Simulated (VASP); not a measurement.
# Tl (P-1) in VASP: single point with r2SCAN+rVV10

Aim: the single point of Tl with r2SCAN+rVV10.

All numbers are computed with VASP 6.6.1; they aren't measurements. Logs are shortened: lines on timing, memory, paths and dates and some standing lists are left out, and cuts for length are marked.

## (1) The cell of the first run

The typed cell holds 1 atom: a = 3.430 Å, b = 3.497 Å, c = 3.393 Å, α = 62.81°, β = 62.24°, γ = 60.73°.

This isn't the form of Tl at room conditions, which is hcp.

## (2) Single point, r2SCAN+rVV10 (cell strained at random at fixed volume)

POSCAR

```
Tl
1.0
   -0.0497500000      2.3799570000      2.4696960000
    2.4271860000     -0.0960370000      2.5159830000
    2.3992170000      2.3982760000     -0.0680680000
Tl
1
Direct
    0.0140700000      0.0123330000     -0.0222180000
```

INCAR.step1

```
SYSTEM = Tl
PREC     = Accurate       ! precision mode
ENCUT    = 520            ! plane-wave cutoff, eV
ISMEAR   = -1             ! smearing method
SIGMA    = 0.15           ! smearing width, eV
LREAL    = .FALSE.        ! projectors in reciprocal space
LASPH    = .TRUE.         ! aspherical terms in the spheres
NELM     = 100            ! most SCF steps
NBANDS   = 12             ! bands
GGA      = PE             ! functional
ALGO     = Normal         ! electronic algorithm
EDIFF    = 1E-4           ! SCF threshold, eV
LWAVE    = .TRUE.         ! write WAVECAR
LCHARG   = .FALSE.        ! write CHGCAR
```

INCAR.step2

```
SYSTEM = Tl
PREC     = Accurate       ! precision mode
ENCUT    = 520            ! plane-wave cutoff, eV
EDIFF    = 1E-6           ! SCF threshold, eV
ISMEAR   = -1             ! smearing method
SIGMA    = 0.15           ! smearing width, eV
LREAL    = .FALSE.        ! projectors in reciprocal space
LASPH    = .TRUE.         ! aspherical terms in the spheres
NELM     = 100            ! most SCF steps
ALGO     = Normal         ! electronic algorithm
ISIF     = 2              ! what is computed and relaxed
LWAVE    = .FALSE.        ! write WAVECAR
LCHARG   = .FALSE.        ! write CHGCAR
METAGGA  = R2SCAN         ! meta-GGA
LMIXTAU  = .TRUE.       
LUSE_VDW = .TRUE.       
IVDW_NL  = 2            
BPARAM   = 11.95        
CPARAM   = 0.0093       
NBANDS   = 12             ! bands
ISTART   = 1
```

KPOINTS

```
Automatic mesh
0
G
  9 9 9
  0 0 0
```

Potentials or basis: VASP PAW PBE potentials, release 64 (Tl_d).

Launch:

```
cat potpaw_PBE.64/Tl_d/POTCAR > POTCAR
cp INCAR.step1 INCAR
mpirun -np 1 vasp_std > vasp.out
cp INCAR.step2 INCAR
mpirun -np 1 vasp_std > vasp.out
```

OUTCAR:

```text
SYSTEM = Tl
   PREC = Accurate
   ENCUT = 520
   EDIFF = 1E-6
   ISMEAR = -1
   LREAL = .FALSE.
   LASPH = .TRUE.
   NELM = 100
   ISIF = 2
   METAGGA = R2SCAN
   IVDW_NL = 2
   BPARAM = 11.95
   ISTART = 1

 ion  position               nearest neighbor table
   1  0.014  0.012  0.978-

  Warning from LATTYP: Got some problem with cell dimensions!
  Tried to take original basis but could not verify dimensions!
  LATTYP: Found a triclinic cell.
 ALAT       =     6.0425279819
 B/A-ratio  =     0.5796508221
 C/A-ratio  =     0.5615237098
 COS(alpha) =     0.0001211106
 COS(beta)  =     0.2972191923
 COS(gamma) =     0.8585692289

  Lattice vectors:

 A1 = (  -4.9259030000,   2.4576750000,   2.4914770000)
 A2 = (  -2.4769360000,   2.4759940000,  -0.0462870000)
 A3 = (  -2.3992170000,  -2.3982760000,   0.0680680000)

Analysis of symmetry for initial positions (statically):
=====================================================================
 Subroutine PRICEL returns:
 Original cell was already a primitive cell.

 Routine SETGRP: Setting up the symmetry group for a
 triclinic supercell.

 Subroutine GETGRP returns: Found  2 space group operations
 (whereof  1 operations were pure point group operations)
 out of a pool of  2 trial point group operations.

The static configuration has the point symmetry C_1 .
 The point group associated with its full space group is S_2 .

Analysis of symmetry for dynamics (positions and initial velocities):
=====================================================================
 Subroutine PRICEL returns:
 Original cell was already a primitive cell.

 Routine SETGRP: Setting up the symmetry group for a
 triclinic supercell.

 Subroutine GETGRP returns: Found  2 space group operations
 (whereof  1 operations were pure point group operations)
 out of a pool of  2 trial point group operations.

The dynamic configuration has the point symmetry C_1 .
 The point group associated with its full space group is S_2 .

 Subroutine INISYM returns: Found  2 space group operations
 (whereof  1 operations are pure point group operations),
 and found     1 'primitive' translations

----------------------------------------------------------------------------------------

                                     Primitive cell

  volume of cell :      30.0047

  direct lattice vectors                    reciprocal lattice vectors
    -0.049750000  2.379957000  2.469696000    -0.200884544  0.206687574  0.201684116
     2.427186000 -0.096037000  2.515983000     0.202801808 -0.197367286  0.194281014
[... 95 lines left out ...]
   NUPDOWN=      -1.0000    fix difference up-down
   EMIN   =  10.00;   EMAX   =-10.00  energy-range for DOS
   EFERMI =   0.00;   METHOD = LEGACY
   ISMEAR =    -1;   SIGMA  =   0.15  broadening in eV -4-tet -1-fermi 0-gaus
   EFERMI_NEDOS =   21; number of points for ismear=-14 and -15
   IALGO  =     38    algorithm
   IMIX   =      4    mixing-type and parameters
     AMIX     =   0.40;   BMIX     =  1.00
     AMIX_MAG =   1.60;   BMIX_MAG =  1.00
  volume/ion in A,a.u.               =      30.00       202.48
  Fermi-wavevector in a.u.,A,eV,Ry     =   1.238776  2.340947 20.879035  1.534566
  Thomas-Fermi vector in A             =   2.373287
   LORBIT       =      0    0 simple, 1 ext, 2 COOP (PROOUT), +10 PAW based schemes
   METAGGA = R2SCAN    functional components
   LHFCALC =     F    Hartree Fock is set to
   AEXX    =    0.0000 exact exchange contribution
   IVDW_NL    =     2    kernel type
   BPARAM     =11.9500
   IVDW    =     0    specifies the selected vdW correction
   LEPSILON=     F    determine dielectric tensor
   LRPA    =     F    only Hartree local field effects (RPA)
 non-spin polarized calculation
  energy-cutoff  :      520.00
  volume of cell :       30.00
 maximum number of plane-waves:       824
 NGX is ok and might be reduce to    28

 number of electron      12.9999999 magnetization

 Free energy of the ion-electron system (eV)
  ---------------------------------------------------
  ext. energy  EPLUGINS =         0.00000000
  ---------------------------------------------------
  free energy    TOTEN  =       -52.81531671 eV

  energy without entropy =      -52.77485179  energy(sigma->0) =      -52.79508425

 E-fermi :   6.0160     XC(G=0): -10.5981

 val. band max:        6.0032029415   @ k =  -0.4444  -0.2222   0.3333
 cond. band min:       6.0164852318   @ k =   0.4444  -0.4444   0.2222
 fundamental gap:      0.0132822903
 Fermi energy:         6.0159747565

 k-point     1 :       0.0000    0.0000    0.0000
  band No.  band energies     occupation
      1      -6.1389      2.00000
      2      -6.0760      2.00000
      3      -6.0025      2.00000
      4      -5.8420      2.00000
      5      -5.7731      2.00000
      6      -4.1124      2.00000
      7      15.4794      0.00000
      8      16.0882      0.00000
      9      16.7187      0.00000
     10      17.9892      0.00000
     11      20.0523      0.00000
     12      20.8768      0.00000
[... 331 lines left out ...]
 k-point    24 :       0.0000    0.3333    0.0000
  band No.  band energies     occupation
      1      -6.2076      2.00000
      2      -6.0934      2.00000
      3      -5.9677      2.00000
      4      -5.6934      2.00000
      5      -5.6608      2.00000
      6      -1.8032      2.00000
      7       6.1818      0.49732
      8      14.6275      0.00000
      9      15.3185      0.00000
     10      17.5361      0.00000
     11      19.2001      0.00000
     12      20.3902      0.00000

 [... further k-points ...]

------------------------ aborting loop because EDIFF is reached ----------------------------------------

  FORCE on cell =-STRESS in cart. coord.  units (eV):
  Direction    XX          YY          ZZ          XY          YZ          ZX
  --------------------------------------------------------------------------------------
  -------------------------------------------------------------------------------------
  Total       -0.1705770     -0.1594573     -0.2243451      0.0400227      0.0370932     -0.0172163
  in kB       -9.1083843     -8.5146249    -11.9794716      2.1371114      1.9806830     -0.9193058
  external PRESSURE =      -9.8674936 kB  Pullay stress =       0.0000000 kB

 VOLUME and BASIS-vectors are now :
 -----------------------------------------------------------------------------
  energy-cutoff  :      520.00
  volume of cell :       30.00
      direct lattice vectors                 reciprocal lattice vectors
    -0.049750000  2.379957000  2.469696000    -0.200884544  0.206687574  0.201684116
     2.427186000 -0.096037000  2.515983000     0.202801808 -0.197367286  0.194281014
     2.399217000  2.398276000 -0.068068000     0.207471140  0.203953965 -0.192363747

 POSITION                                       TOTAL-FORCE (eV/Angst)
 -----------------------------------------------------------------------------------
      2.37515      2.37729     -0.00078         0.000000      0.000000     -0.000000
 -----------------------------------------------------------------------------------
    total drift:                               -0.000006      0.000017     -0.000006

  FREE ENERGIE OF THE ION-ELECTRON SYSTEM (eV)
  ---------------------------------------------------
  free  energy   TOTEN  =       -52.8153167055 eV

  energy  without entropy=      -52.7748517930  energy(sigma->0) =      -52.79508425
```

Wall time 4.6 min (1 thread of Intel Xeon Platinum 8488C (Sapphire Rapids), shared host); peak memory 0.36 GiB.

What came out:

```
Free energy            : -52.8153 eV
Pressure               : -1.0 GPa
Band gap on the k mesh : none (metal or under the smearing width)
```

Caveat: the PAW data sets were made with another functional, which shifts forces and pressure a little. Spin-orbit coupling is left out, which matters for the levels of Tl.
